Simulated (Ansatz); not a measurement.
# Zr (P6_3/mmc) in Ansatz: notebook

Aim: see how the results for Zr move with the level of theory and the settings. Levels: revPBE+D4, BLYP+D3(BJ), revPBE, BLYP. Tasks: relaxation of cell and atoms.

Program: Ansatz 0.2.0. These are calculated values, not measurements. Logs are shortened: lines on timing, memory, paths and dates and some standing lists are left out, and cuts for length are marked.

**1. The crystal as given**

The structure is hexagonal, space group P6_3/mmc (No. 194). The conventional cell has a = 3.232 Å, b = 3.232 Å, c = 5.147 Å, α = 90.00°, β = 90.00°, γ = 120.00°. Zr (site symmetry -6m2) has 12 Zr at 3.18 to 3.23 Å as nearest neighbours.

**2. Relaxation of cell and atoms, revPBE+D4**

File input.yaml:

```yaml
crystal:
  lattice:
    - [3.232, 0.0, 0.0]
    - [-1.616, 2.798994105, 0.0]
    - [0.0, 0.0, 5.147]
  atoms:
    - { symbol: Zr, position: [0.6666666667, 0.3333333333, 0.75] }
    - { symbol: Zr, position: [0.3333333333, 0.6666666667, 0.25] }
hamiltonian:
  xc: revpbe
  pseudopotentials: { kind: paw }
  dispersion: d4
kpoints:
  mp_grid: { grid: [9, 9, 5] }
scf:
  occupations: { method: fermi_dirac, width: 0.05 }
output:
  forces: true
  stress: true
  write_density: true
  write_potential: true
  elf: true
  volumetric_format: npy
relax:
  f_tol: 0.01
  max_steps: 40
  cell: { stress_tol: 0.05 }
```

Potentials or basis: Ansatz PAW.

Run with:

```
ansatz run input.yaml --threads 2 --pin off --max-ram 5632MiB --backend cpu --events-out ev --progress --plain --runs-dir out
```

What it wrote:

```text
Warning: RAYON_NUM_THREADS=2 ignored (pool sized by the plan → 2); use --threads N
Engine: ansatz 0.2.0, x86_64-unknown-linux-gnu
Pseudopotentials: kind: paw
Pseudopotential: Zr, paw, valence charge 12, recommended cutoff 420 eV (normal), Zr.paw.azcp
Functional definition: revPBE
  parameter kappa = 1.245
  parameter beta = 0.06672455060314922
  exchange = pbe_x(kappa = kappa, mu = beta*pi^2/3)
  correlation = pbe_c(beta = beta)
Crystal: 2 atoms, lattice volume = 46.562 Å³
Basis set: ecut = 420 eV, 929 PW (Γ), exchange–correlation on 48×48×72 points (8 copies of the dense FFT grid, shifted against one another)
Bands: 16, of which v1, the nominal top of the filled ones, is band 12 counted from 1 (11 counted from 0)
Symmetry: 24 space group operations
Space group: P63/mmc (ITA 194), of the structure as read, at distance tolerance 3.6e-5 Å
k-points: 36 of 405
Non-local potential: Zr, projectors of the file, l = 0: 3, l = 1: 2, l = 2: 2, l = 3: 2
PAW form: soft (Blöchl's): semilocal exchange-correlation on the pseudo side does not see the compensation charge
PAW frozen core: Zr, regenerated for the run's functional, and the local potential with it (the file was generated under x = pbe(κ = 0.804, μ = 0.2195149727645171), c = pbe(β = 0.06672455060314922))
PAW one-centre angular grid: Zr, 590 points (default); XC on 64 Gauss nodes
Initial density: superposition of atomic densities (neutral atoms: chi_scale 0, normalization atom), corrected by the library's trained network
Initial wavefunctions: pseudopotential atomic-orbital guess
Functional: x = revpbe(κ = 1.245, μ = 0.2195149727645171), c = pbe(β = 0.06672455060314922)
SCF iter   1: F=—  HF=-8377.962503 eV  |F-HF|=—  |Δ(HF+E_count)|=         —  Δρ=3.32e-3  dr2=2.21e-3  ethr=1.77e-3  ⟨swp⟩=4.9  Hψ=2453  notcnv=0
preconditioner: auto → Kerker (q_TF=auto, 2.443 Å⁻¹)  [metal: Δε(μ)=0.050 eV  Ē_g=3.148 eV  σ=0.050 eV  W_gap=0.24  n_scr=10 (ndim 8)  ℏωp=15.4 eV  f_vac=0.000  D(μ)=1.95/eV (n_scr^D=22)]
SCF iter   2: F=—  HF=-8377.962197 eV  |F-HF|=—  |Δ(HF+E_count)|=   3.06e-4  Δρ=2.02e-3  dr2=8.98e-4  ethr=9.21e-6  ⟨swp⟩=3.0  Hψ=1264  notcnv=0
SCF iter   3: F=—  HF=-8377.962711 eV  |F-HF|=—  |Δ(HF+E_count)|=   5.14e-4  Δρ=3.11e-4  dr2=3.57e-5  ethr=3.74e-6  ⟨swp⟩=2.2  Hψ=795  notcnv=0
SCF iter   4: F=—  HF=-8377.962696 eV  |F-HF|=—  |Δ(HF+E_count)|=   1.52e-5  Δρ=9.81e-5  dr2=3.78e-6  ethr=1.49e-7  ⟨swp⟩=2.9  Hψ=966  notcnv=0
iter 5 did not close the SCF: its close was put off for the readings that it lacked (scf_convergence_deferred on its scf_iter line)
SCF iter   5: F=-8377.962696 eV  HF=-8377.962696 eV  |F-HF|=1.80e-8  |Δ(HF+E_count)|=   1.07e-7  Δρ=1.52e-5  dr2=6.04e-8  ethr=1.57e-8  ⟨swp⟩=3.0  Hψ=1076  notcnv=0
SCF iter   6: F=-8377.962696 eV  HF=-8377.962696 eV  |F-HF|=1.19e-9  |Δ(HF+E_count)|=   2.88e-8  Δρ=3.20e-6  dr2=3.64e-9  ethr=2.52e-10  ⟨swp⟩=4.5  Hψ=3095  notcnv=0
SCF 1 converged in 6 iterations: F = -8377.962696 eV  dr2 = 3.64e-9
relax step   1: F+E_penalty+E_count = -8377.96269630 eV  Δ(F+E_penalty+E_count) = +0.000e0 eV  max|allowed force component| = 1.041e-17 eV/Å  Δτ_max = 0.0000 Å  P = +0.133 GPa  Ω = 46.562 Å³  (6 SCF iters, dr2 threshold 1.00e-7 eV, accepted)
Crystal: 2 atoms, lattice volume = 46.694 Å³
Basis set: ecut = 420 eV, 941 PW (Γ), exchange–correlation on 48×48×72 points (8 copies of the dense FFT grid, shifted against one another)
Initial density: handed on by an earlier stage of this run
Initial wavefunctions: those handed on with the density
iter 1 solved again at ethr=1.64e-7 eV; its pass at ethr=3.10e-3 eV (dr2=3.93e-5 eV) is discarded
SCF iter   1: F=—  HF=-8377.963339 eV  |F-HF|=—  |Δ(HF+E_count)|=         —  Δρ=3.81e-4  dr2=4.34e-5  ethr=1.64e-7  ⟨swp⟩=2.2  Hψ=4096  notcnv=0
preconditioner: auto → Kerker (q_TF=auto, 2.442 Å⁻¹)  [metal: Δε(μ)=0.043 eV  Ē_g=3.141 eV  σ=0.050 eV  W_gap=0.21  n_scr=10 (ndim 8)  ℏωp=15.4 eV  f_vac=0.000  D(μ)=1.85/eV (n_scr^D=22)]
SCF iter   2: F=—  HF=-8377.963332 eV  |F-HF|=—  |Δ(HF+E_count)|=   6.84e-6  Δρ=2.27e-4  dr2=1.76e-5  ethr=1.64e-7  ⟨swp⟩=1.0  Hψ=576  notcnv=0
SCF iter   3: F=-8377.963329 eV  HF=-8377.963329 eV  |F-HF|=7.70e-9  |Δ(HF+E_count)|=   2.48e-6  Δρ=2.33e-5  dr2=1.49e-7  ethr=8.33e-10  ⟨swp⟩=6.4  Hψ=3640  notcnv=0
SCF 2 converged in 3 iterations: F = -8377.963329 eV  dr2 = 1.49e-7
relax step   2: F+E_penalty+E_count = -8377.96332926 eV  Δ(F+E_penalty+E_count) = -6.330e-4 eV  max|allowed force component| = 1.099e-16 eV/Å  Δτ_max = 0.0000 Å  P = -0.183 GPa  Ω = 46.694 Å³  energy of the carried Pulay correction = -1.639e-5 eV  (3 SCF iters, dr2 threshold 2.00e-7 eV, accepted)
Crystal: 2 atoms, lattice volume = 46.582 Å³
iter 1 solved again at ethr=3.04e-9 eV; its pass at ethr=3.10e-3 eV (dr2=7.30e-7 eV) is discarded
SCF iter   1: F=—  HF=-8377.963409 eV  |F-HF|=—  |Δ(HF+E_count)|=         —  Δρ=6.50e-5  dr2=8.70e-7  ethr=3.04e-9  ⟨swp⟩=3.2  Hψ=3929  notcnv=0
preconditioner: auto → Kerker (q_TF=auto, 2.443 Å⁻¹)  [metal: Δε(μ)=0.040 eV  Ē_g=3.148 eV  σ=0.050 eV  W_gap=0.20  n_scr=10 (ndim 8)  ℏωp=15.4 eV  f_vac=0.000  D(μ)=1.87/eV (n_scr^D=22)]
SCF iter   2: F=—  HF=-8377.963404 eV  |F-HF|=—  |Δ(HF+E_count)|=   5.22e-6  Δρ=3.59e-5  dr2=2.64e-7  ethr=3.04e-9  ⟨swp⟩=1.9  Hψ=884  notcnv=0
SCF iter   3: F=-8377.963404 eV  HF=-8377.963404 eV  |F-HF|=3.60e-10  |Δ(HF+E_count)|=   9.12e-8  Δρ=3.79e-6  dr2=4.70e-9  ethr=7.90e-10  ⟨swp⟩=7.0  Hψ=3235  notcnv=0
SCF 3 converged in 3 iterations: F = -8377.963404 eV  dr2 = 4.70e-9
relax step   3: F+E_penalty+E_count = -8377.96340434 eV  Δ(F+E_penalty+E_count) = -7.507e-5 eV  max|allowed force component| = 5.204e-17 eV/Å  Δτ_max = 0.0000 Å  P = +0.047 GPa  Ω = 46.582 Å³  energy of the carried Pulay correction = -3.892e-6 eV  (3 SCF iters, dr2 threshold 1.90e-7 eV, accepted)
Crystal: 2 atoms, lattice volume = 46.607 Å³
iter 1 solved again at ethr=2.16e-10 eV; its pass at ethr=3.10e-3 eV (dr2=5.18e-8 eV) is discarded
SCF iter   1: F=—  HF=-8377.963411 eV  |F-HF|=—  |Δ(HF+E_count)|=         —  Δρ=1.69e-5  dr2=6.81e-8  ethr=2.16e-10  ⟨swp⟩=3.1  Hψ=3924  notcnv=0
preconditioner: auto → Kerker (q_TF=auto, 2.443 Å⁻¹)  [metal: Δε(μ)=0.040 eV  Ē_g=3.147 eV  σ=0.050 eV  W_gap=0.20  n_scr=10 (ndim 8)  ℏωp=15.4 eV  f_vac=0.000  D(μ)=1.87/eV (n_scr^D=22)]
SCF iter   2: F=—  HF=-8377.963406 eV  |F-HF|=—  |Δ(HF+E_count)|=   5.33e-6  Δρ=9.65e-6  dr2=2.44e-8  ethr=2.16e-10  ⟨swp⟩=2.0  Hψ=903  notcnv=0
SCF iter   3: F=-8377.963406 eV  HF=-8377.963406 eV  |F-HF|=1.06e-10  |Δ(HF+E_count)|=  9.08e-10  Δρ=9.75e-7  dr2=4.75e-10  ethr=3.25e-11  ⟨swp⟩=4.6  Hψ=3007  notcnv=0
SCF 4 converged in 3 iterations: F = -8377.963406 eV  dr2 = 4.75e-10
relax step   4: F+E_penalty+E_count = -8377.96340598 eV  Δ(F+E_penalty+E_count) = -1.638e-6 eV  max|allowed force component| = 3.585e-17 eV/Å  Δτ_max = 0.0000 Å  P = -0.000 GPa  Ω = 46.607 Å³  energy of the carried Pulay correction = -6.522e-6 eV  (3 SCF iters, dr2 threshold 7.79e-9 eV, accepted)
Initial wavefunctions: pseudopotential atomic-orbital guess (no wavefunctions were taken with the density)
iter 1 solved again at ethr=6.49e-8 eV; its pass at ethr=3.10e-3 eV (dr2=1.56e-5 eV) is discarded
SCF iter   1: F=—  HF=-8377.963421 eV  |F-HF|=—  |Δ(HF+E_count)|=         —  Δρ=1.00e-5  dr2=4.07e-9  ethr=6.49e-8  ⟨swp⟩=3.7  Hψ=4294  notcnv=0
SCF iter   2: F=—  HF=-8377.963415 eV  |F-HF|=—  |Δ(HF+E_count)|=   5.80e-6  Δρ=5.22e-6  dr2=1.19e-9  ethr=1.70e-11  ⟨swp⟩=2.2  Hψ=1054  notcnv=0
SCF iter   3: F=-8377.963415 eV  HF=-8377.963415 eV  |F-HF|=1.82e-12  |Δ(HF+E_count)|=   1.93e-8  Δρ=2.35e-7  dr2=1.87e-11  ethr=1.00e-12  ⟨swp⟩=4.1  Hψ=2953  notcnv=0
SCF 5 converged in 3 iterations: F = -8377.963415 eV  dr2 = 1.87e-11
relax step   5: F+E_penalty+E_count = -8377.96341543 eV  Δ(F+E_penalty+E_count) = -9.455e-6 eV  max|allowed force component| = 3.354e-17 eV/Å  Δτ_max = 0.0000 Å  P = -0.000 GPa  Ω = 46.607 Å³  stress off target by 1.81e-3 GPa  SCF on the basis re-selected at this cell (its energy is not comparable with the rows above)  (3 SCF iters)
basis re-selected at this cell: Δ(F+E_penalty+E_count) = -9.455e-6 eV, ΔP = +0.000 GPa vs the last step (what re-selecting the basis moved, of the pressure what is left beyond the Pulay correction that the steps carried, after the strain that the cell walked since its last selection, with what the two solves' SCF thresholds leave and, on support functions, any second-order correction that the steps lacked; it is no measure of the basis error at this ecutwfc). This SCF's stress stands 1.81e-3 GPa from its target on what of the cell is left free (relax.cell.stress_tol is 5.00e-2 GPa) and its largest allowed force component is 3.35e-17 eV/Å (relax.f_tol is 1.00e-2 eV/Å): within both
SCF converged after 3 iterations
Free energy (F): -8377.963415 eV
Harris-Foulkes:  -8377.963415 eV  (|F-HF|=1.82e-12)
Internal energy: -8377.947969 eV  (E = F + TS)
E sigma→0 (E₀):  -8377.955692 eV
Entropy (-TS):   -0.015446 eV (-7.723 meV/atom)
Fermi energy:    14.057107 eV
--- Per-component energies (eV) ---
  E_band       = -192.908862
  E_kinetic    = 665.207919
  E_local      = -1253.157192  (includes V_loc(G=0)·N_el)
  E_nonlocal   = 159.788165
  E_hartree    = 388.280210
  E_xc         = -323.339498
  E_vxc        = -381.306148  (∫ρ·V_xc dr)
  E_paw        = -5917.481900  (= ΣΔE_a)
  E_vpaw       = -160.002070  (= ΣTr[D̂ρ^β])
  E_aug_tail   = 0.000049  (compensation charges beyond the density's cutoff)
  E_ewald      = -2096.576697
  E_disp       = -0.557264  (pairwise vdW)
  E_core_change = -0.111763  (= ΣΔE_core)
  E_smearing   = -0.015446  (= −TS)
  E_closure    = 0.000000  (closes the sum)
  Σ components = -8377.963415   (vs F -8377.963415, Δ=0.00e0)
--- Forces (eV/Å), atoms counted from 1 ---
  atom   1  Zr     0.00000000     0.00000000    -0.00000000
  atom   2  Zr     0.00000000    -0.00000000     0.00000000
  max |Σ_I F_I| component: 4.63e-17 eV/Å
--- Stress (GPa, compression-positive) ---
       -0.001507       0.000000      -0.000000
        0.000000      -0.001507       0.000000
        0.000000       0.000000       0.001808
  P = ⅓ Tr σ = -0.0004 GPa (-0.004 kbar)
--- Band table (eV; the first three rows and the last of 36) ---
  k-point 0: bands = ["-34.7925", "-34.6434", "-13.3112", "-12.4467", "-12.4467", "-12.3268", "-12.3120", "-12.3120", "8.4124", "11.0281", "14.9347", "14.9347", "14.9997", "15.1408", "15.6078", "15.6078"]
  k-point 1: bands = ["-34.7785", "-34.6578", "-13.2227", "-12.4339", "-12.4339", "-12.4270", "-12.3249", "-12.3249", "8.7370", "10.9808", "14.6163", "14.7567", "14.8102", "14.8102", "15.3883", "15.3883"]
  k-point 2: bands = ["-34.7415", "-34.6955", "-12.9861", "-12.6826", "-12.4004", "-12.4004", "-12.3588", "-12.3588", "9.5911", "10.5455", "14.0364", "14.2458", "14.7721", "14.7721", "15.0001", "15.0001"]
  k-point 35: bands = ["-34.6207", "-34.6207", "-13.0704", "-13.0704", "-12.9094", "-12.8139", "-12.4981", "-12.4981", "12.5953", "12.6379", "12.6379", "12.9011", "14.0339", "14.0339", "15.8558", "16.4878"]
--- Relaxed structure (4 steps of the walk, 4 accepted, 1 SCFs on fresh bases) ---
  F+E_penalty+E_count = -8377.96341543 eV   max|allowed force component| = 3.354e-17 eV/Å   (the final SCF, on the basis selected at the relaxed cell)
  cell:  # Å, volume = 46.6066 Å³
    - [3.2241550077003227, -1.8455737023806404e-33, -2.5953380189727758e-34]
    - [-1.6120775038501614, 2.792200142407292, 7.981959748557202e-35]
    - [-4.133107915757296e-34, -9.184684257238441e-35, 5.177075969112119]
  atoms:
    - { symbol: Zr, position: [0.6666666666666666, 0.3333333333333333, 0.75] }
    - { symbol: Zr, position: [0.3333333333333333, 0.6666666666666666, 0.25] }
```

Run time: 19 s. Hardware: 2 threads of Intel Xeon at 2.50GHz (Skylake/Cascade Lake), shared host; peak memory 0.37 GiB.

Results:

- Free energy: -8377.9634 eV
- Relaxed volume: 23.30 Å³/atom
- Relaxed cell: a = 3.224 Å, b = 3.224 Å, c = 5.177 Å, α = 90.00°, β = 90.00°, γ = 120.00°
- Space group after relaxing (to 0.05 Å): P6_3/mmc (No. 194)
- Energy gained by relaxing: 0.4 meV/atom
- Ionic steps: 5
- Pressure after relaxing: 0.0 GPa
- Band gap on the k mesh: none (metal or under the smearing width)

The path:
```
step  energy change (eV)  largest force (eV/Å)  volume (Å³)
   1              0.0000                0.0000        46.56
   2             -0.0006                0.0000        46.69
   3             -0.0007                0.0000        46.58
   4             -0.0007                0.0000        46.61
   5             -0.0007                0.0000        46.61
```

Final structure:
```
CELL_PARAMETERS angstrom
3.22416 0.00000 0.00000
-1.61208 2.79220 0.00000
0.00000 0.00000 5.17708
ATOMIC_POSITIONS crystal
Zr 0.66667 0.33333 0.75000
Zr 0.33333 0.66667 0.25000
```

Levels at points of the mesh, in eV from the Fermi level:
```csv
k point,band 9,band 10,band 11,band 12,band 13,band 14,band 15,band 16
"(0.00, 0.00, 0.00)",-5.64,-3.03,0.88,0.88,0.94,1.08,1.55,1.55
```

Caveat: the plane-wave basis is chosen anew once the cell has moved, so the energies of steps on either side of that aren't comparable; pairwise dispersion overbinds metals, which lowers pressure and volume; the PAW data sets come from PBE, with cores solved anew for the run's functional, which leaves a small shift of forces and pressure.

**3. Relaxation of cell and atoms, BLYP+D3(BJ)**

Changes to input.yaml since step 2:

```diff
@@ -9,5 +9,5 @@
 hamiltonian:
-  xc: revpbe
+  xc: blyp
   pseudopotentials: { kind: paw }
-  dispersion: d4
+  dispersion: d3bj
 kpoints:
```

Potentials or basis: Ansatz PAW.

Run with:

```
ansatz run input.yaml --threads 2 --pin off --max-ram 5632MiB --backend cpu --events-out ev --progress --plain --runs-dir out
```

Run time: 26 s. Hardware: 2 threads of Intel Xeon at 2.50GHz (Skylake/Cascade Lake), shared host; peak memory 0.37 GiB.

Results (log left out):

| Property | Result |
| --- | --- |
| Free energy | -8395.6279 eV |
| Relaxed volume | 21.81 Å³/atom |
| Relaxed cell | a = 3.141 Å, b = 3.141 Å, c = 5.103 Å, α = 90.00°, β = 90.00°, γ = 120.00° |
| Space group after relaxing (to 0.05 Å) | P6_3/mmc (No. 194) |
| Energy gained by relaxing | 28.5 meV/atom |
| Ionic steps | 6 |
| Pressure after relaxing | 0.0 GPa |
| Band gap on the k mesh | none (metal or under the smearing width) |

The path:
| step | energy change (eV) | largest force (eV/Å) | volume (Å³) |
| --- | --- | --- | --- |
| 1 | 0.0000 | 0.0000 | 46.56 |
| 2 | -0.0565 | 0.0000 | 43.93 |
| 3 | -0.0574 | 0.0000 | 43.60 |
| 4 | -0.0575 | 0.0000 | 43.60 |
| 5 | -0.0575 | 0.0000 | 43.61 |
| 6 | -0.0571 | 0.0000 | 43.61 |

Final structure:
```xyz
2
Lattice="3.1414 0.0000 0.0000 -1.5707 2.7206 0.0000 0.0000 0.0000 5.1033" Properties=species:S:1:pos:R:3 pbc="T T T"
Zr    1.5707    0.9069    3.8274
Zr    0.0000    1.8137    1.2758
```

Levels at points of the mesh, in eV from the Fermi level:
```
           k point  band 8  band 9  band 10  band 11  band 12  band 13  band 14  band 15  band 16
(0.00, 0.00, 0.00)  -26.21   -5.63    -3.19     0.79     0.84     0.84     1.46     1.54     1.54
```

Caveat: the plane-wave basis is chosen anew once the cell has moved, so the energies of steps on either side of that aren't comparable; pairwise dispersion overbinds metals, which lowers pressure and volume; the PAW data sets come from PBE, with cores solved anew for the run's functional, which leaves a small shift of forces and pressure.

**4. Relaxation of cell and atoms, revPBE**

Changes to input.yaml since step 3:

```diff
@@ -9,5 +9,4 @@
 hamiltonian:
-  xc: blyp
+  xc: revpbe
   pseudopotentials: { kind: paw }
-  dispersion: d3bj
 kpoints:
@@ -19,6 +18,2 @@
   stress: true
-  write_density: true
-  write_potential: true
-  elf: true
-  volumetric_format: npy
 relax:
```

Run with:

```
ansatz run input.yaml --threads 2 --pin off --max-ram 5632MiB --backend cpu --events-out ev --progress --plain --runs-dir out
```

Run time: 7.9 s. Hardware: 2 threads of Intel Xeon at 2.50GHz (Skylake/Cascade Lake), shared host; peak memory 0.36 GiB.

The run converged. Its results:

| Item | Value |
| --- | --- |
| Free energy | -8377.4120 eV |
| Relaxed volume | 23.79 Å³/atom |
| Relaxed cell | a = 3.249 Å, b = 3.249 Å, c = 5.206 Å, α = 90.00°, β = 90.00°, γ = 120.00° |
| Space group after relaxing (to 0.05 Å) | P6_3/mmc (No. 194) |
| Energy gained by relaxing | 3.6 meV/atom |
| Ionic steps | 4 |
| Pressure after relaxing | 0.0 GPa |

The path:
| step | energy change (eV) | largest force (eV/Å) | volume (Å³) |
| --- | --- | --- | --- |
| 1 | 0.0000 | 0.0000 | 46.56 |
| 2 | -0.0070 | 0.0000 | 47.54 |
| 3 | -0.0070 | 0.0000 | 47.59 |
| 4 | -0.0071 | 0.0000 | 47.59 |

Final structure:
```yaml
crystal:
  lattice:
    - [3.24874, 0.00000, 0.00000]
    - [-1.62437, 2.81349, 0.00000]
    - [0.00000, 0.00000, 5.20625]
  atoms:
    - { symbol: Zr, position: [0.66667, 0.33333, 0.75000] }
    - { symbol: Zr, position: [0.33333, 0.66667, 0.25000] }
```

Caveat: the plane-wave basis is chosen anew once the cell has moved, so the energies of steps on either side of that aren't comparable; the PAW data sets come from PBE, with cores solved anew for the run's functional, which leaves a small shift of forces and pressure.

(Continued in part 2 of 2.)
